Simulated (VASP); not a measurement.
Mg3Sb2: band structure with TB-mBJ

The system is Mg3Sb2.

```xyz
5
Lattice="4.5820 0.0000 0.0000 -2.2910 3.9681 0.0000 0.0000 0.0000 7.2440" Properties=species:S:1:pos:R:3 pbc="T T T"
Sb    2.2910    1.3227    5.5417
Sb    0.0000    2.6454    1.7023
Mg    0.0000    0.0000    0.0000
Mg    2.2910    1.3227    2.6803
Mg    0.0000    2.6454    4.5637
```

```yaml
Program: VASP 6.6.1
Task: band structure
Functional: TB-mBJ
Potentials_or_basis: VASP PAW PBE potentials, release 64 (Sb, Mg)
Cutoff: 520 eV
k_mesh: 5 × 5 × 3
Occupations: fermi-dirac, width 0.05 eV
Spin: spin-orbit coupling, no magnetisation
Further_INCAR_settings: ALGO = Normal; EDIFF = 1e-06; NBANDS = 31
```

* Valence electrons inside the program's atomic spheres: Sb 2.56; Mg 0.22, 0.31

Wall time 16 min on 1 thread of Intel(R) Xeon(R) Platinum 8375C CPU @ 2.90GHz (Ice Lake) (shared host), peak memory 0.62 GiB.
